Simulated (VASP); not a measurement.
# BaZrO3: zone-centre modes, functional by functional, part 4 of 4

How much do the zone-centre frequencies of BaZrO3 depend on the functional? The starting structure is a measured crystal structure from the Crystallography Open Database.

VASP 6.6.1.

Results so far: LDA T1u (3) 522.8 cm⁻¹; LDA at the measured cell T1u (3) 491.8 cm⁻¹; PBEsol T1u (3) 498.9 cm⁻¹; PBE T1u (3) 467.7 cm⁻¹; PBEsol + D3(BJ) T1u (3) 522.9 cm⁻¹; r2SCAN T1u (3) 492.8 cm⁻¹.

## Step 8: Modes with r2SCAN + rVV10

Level of this step: r2SCAN with rVV10; plane waves and PAW (Ba_sv, Zr_sv, O) (VASP).

rVV10 adds a nonlocal correlation energy for dispersion. The cell comes from a relaxation at this level, not shown (74.30 Å³).

The input, INCAR:

```
SYSTEM = BaZrO3
PREC = Accurate
ENCUT = 520
EDIFF = 1E-08
NELM = 100
ISMEAR = 0
SIGMA = 0.03
LREAL = .FALSE.
ALGO = Normal
METAGGA = R2SCAN
LUSE_VDW = .TRUE.
IVDW_NL = 2
BPARAM = 11.95
CPARAM = 0.0093
LASPH = .TRUE.
NBANDS = 26
LORBIT = 11
LWAVE = .FALSE.
LCHARG = .FALSE.
KPAR = 4
IBRION = 6
NFREE = 2
POTIM = 0.015
NSW = 1
ISIF = 2
```

The input, POSCAR:

```
BaZrO3
1.0
    4.2040377226      0.0000000000      0.0000000000
    0.0000000000      4.2040377226      0.0000000000
    0.0000000000      0.0000000000      4.2040377226
Ba Zr O
1 1 3
Direct
    0.0000000000      0.0000000000      0.0000000000
    0.5000000000      0.5000000000      0.5000000000
    0.5000000000      0.5000000000      0.0000000000
    0.5000000000      0.0000000000      0.5000000000
    0.0000000000      0.5000000000      0.5000000000
```

The input, KPOINTS:

```
Automatic mesh
0
Gamma
6 6 6
0 0 0
```

PAW data sets: Ba_sv, Zr_sv and O (PBE family, release 64).

The run is started by

```console
> mpirun -np 4 vasp_std
```

The log of the run:

```text
[banner, memory and clock lines left out]
running    4 mpi-ranks, on    1 nodes
[...]
|                                                                             |
|               ----> ADVICE to this user running VASP <----                  |
|                                                                             |
|     You have switched on vdW-DFT.                                           |
|     This routine was written and supplied by Jiri Klimes. We recommend      |
|     that you carefully read and cite the following publications:            |
|       J. Klimes, D.R. Bowler, A. Michelides                                 |
|          J. Phys.: Cond Matt. 22 022201 (2010)                              |
|       J. Klimes, D.R. Bowler, A. Michelides                                 |
|          Phys. Rev. B. 83, 195131 (2011)                                    |
|     and references therein.                                                 |
|                                                                             |

[...]
Total rVV10 correction in eV:      0.9060797    40.4481294
DAV:  18    -0.841974689285E+02    0.64165E-09   -0.10106E-09   624   0.251E-04
Total rVV10 correction in eV:      0.9060809    40.4481294
Total rVV10 correction in eV:      0.9060809    40.4481294
Total rVV10 correction in eV:      0.9060809    40.4481294
Total rVV10 correction in eV:      0.9060809    40.4481294
Total rVV10 correction in eV:      0.9060799    40.4481294
Total rVV10 correction in eV:      0.9060799    40.4481294
Total rVV10 correction in eV:      0.9060799    40.4481294
Total rVV10 correction in eV:      0.9060799    40.4481294
   1 F= -.84197469E+02 E0= -.84197469E+02  d E =-.482391E-13
[... from here on, the cycles between the ionic steps are left out ...]
   2 F= -.84196987E+02 E0= -.84196987E+02  d E =-.510690E-13
   3 F= -.84196987E+02 E0= -.84196987E+02  d E =-.512246E-13
   4 F= -.84196468E+02 E0= -.84196468E+02  d E =-.339057E-13
   5 F= -.84196467E+02 E0= -.84196467E+02  d E =-.338621E-13
   6 F= -.84197128E+02 E0= -.84197128E+02  d E =-.511326E-13
   7 F= -.84197128E+02 E0= -.84197128E+02  d E =-.509914E-13
   8 F= -.84196056E+02 E0= -.84196056E+02  d E =-.387421E-13
   9 F= -.84196056E+02 E0= -.84196056E+02  d E =-.386510E-13
 Finite differences progress:
  Degree of freedom:   4/  4
  Displacement:        2/  2
  Total:               8/  8
```

It took 20 min on 4 MPI ranks of AMD EPYC 7R43, shared host; peak memory 1.6 GiB.

From OUTCAR (step 8):

```text
  Total        0.0029868      0.0029868      0.0175226      0.0000000     -0.0000000      0.0000000
  in kB        0.0644045      0.0644045      0.3778417      0.0000000     -0.0000000      0.0000000
  external PRESSURE =       0.1688836 kB  Pullay stress =       0.0000000 kB

 POSITION                                       TOTAL-FORCE (eV/Angst)
 -----------------------------------------------------------------------------------
      0.00000      0.00000      0.00000        -0.000000      0.000000     -0.018343
      2.10202      2.10202      2.10202         0.000000      0.000000     -0.065661
      2.10202      2.10202     -0.01500         0.000000      0.000000      0.188830
      2.10202      0.00000      2.10202        -0.000000      0.000000     -0.052413
      0.00000      2.10202      2.10202        -0.000000      0.000000     -0.052413
 -----------------------------------------------------------------------------------
    total drift:                               -0.000000      0.000000      0.000484

  FREE ENERGIE OF THE ION-ELECTRON SYSTEM (eV)
  ---------------------------------------------------
  free  energy   TOTEN  =       -84.1960560037 eV

  energy  without entropy=      -84.1960560037  energy(sigma->0) =      -84.19605600

[... 1 part as in an earlier step ...]

[... 2 further parts left out ...]
[key lines of the parts left out:]
E-fermi :   3.5470
```

With r2SCAN + rVV10 the modes are T1u (3) 504.2, T2u 206.0, T1u (2) 203.8, T1u (1) 117.9 cm⁻¹; the largest shift is +28.4 cm⁻¹, in T2u, from LDA.

## Step 9: All runs side by side

```
                     run  T1u (3)  T1u (2)    T2u  T1u (1)                method  core minutes
                     LDA    522.8    196.0  177.6    105.2   perturbation theory          53.9
LDA at the measured cell    491.8    193.3  182.8     94.5   perturbation theory          43.5
                  PBEsol    498.9    191.9  184.0    101.4   perturbation theory          51.9
                     PBE    467.7    182.5  192.9     97.1   perturbation theory          47.2
         PBEsol + D3(BJ)    522.9    194.1  180.5    109.2  finite displacements          11.7
                  r2SCAN    492.8    200.6  207.1    113.3  finite displacements          42.9
          r2SCAN + rVV10    504.2    203.8  206.0    117.9  finite displacements          78.9
```

Modes are in cm⁻¹, degenerate ones as one, matched between runs by symmetry and order. A number in brackets counts the listed modes of one symmetry from the lowest. The symmetry labels come from an automatic analysis and can be wrong where levels nearly coincide. Core minutes are wall time times ranks of the run shown, on a shared host.

## Step 10: Summary of results

```json
{"T1u (3), LDA": "522.8 cm⁻¹", "T1u (1), LDA": "105.2 cm⁻¹", "T1u (3), LDA at the measured cell": "491.8 cm⁻¹", "T1u (1), LDA at the measured cell": "94.5 cm⁻¹", "T1u (3), PBEsol": "498.9 cm⁻¹", "T1u (1), PBEsol": "101.4 cm⁻¹", "T1u (3), PBE": "467.7 cm⁻¹", "T1u (1), PBE": "97.1 cm⁻¹", "T1u (3), PBEsol + D3(BJ)": "522.9 cm⁻¹", "T1u (1), PBEsol + D3(BJ)": "109.2 cm⁻¹", "T1u (3), r2SCAN": "492.8 cm⁻¹", "T1u (1), r2SCAN": "113.3 cm⁻¹", "T1u (3), r2SCAN + rVV10": "504.2 cm⁻¹", "T1u (1), r2SCAN + rVV10": "117.9 cm⁻¹"}
```

In words: On the cells relaxed at each level, the T1u (3) mode of BaZrO3, the highest of the listed ones in the run with LDA, lies between 468 cm⁻¹ (PBE) and 523 cm⁻¹ (PBEsol + D3(BJ)). On the cells relaxed at each level, the T1u (1) mode of BaZrO3, the lowest of the listed ones in the run with LDA, lies between 97.1 cm⁻¹ (PBE) and 118 cm⁻¹ (r2SCAN + rVV10). Taking the measured cell, +2.3 % in volume, instead of the one relaxed with LDA moves T1u (3) by -31.0 cm⁻¹. Some levels use perturbation theory and the others finite displacements, so their times can't be compared. LASPH is on in some of these runs and off in others, which adds a little to the differences. The dielectric constants and Born charges in the logs aren't compared here; at a small gap they can be far off, and in a run without a gap they mean nothing. The frequencies are harmonic, and the splitting of polar modes by their long-range field is left out. Further runs on this material are not shown.

[Lines on the potential files, build, host, timing and source positions are cut from VASP's logs without a mark.]

[Logs are printed without paths, hosts, clocks, repeated set-up lines and the standing remarks that a program may print on its own settings, such as how far it seeks lower states.]

[Hosts, paths, dates, database ids (printed as entryN), source tags and the programs' standing remarks are cut or masked in the printed files.]
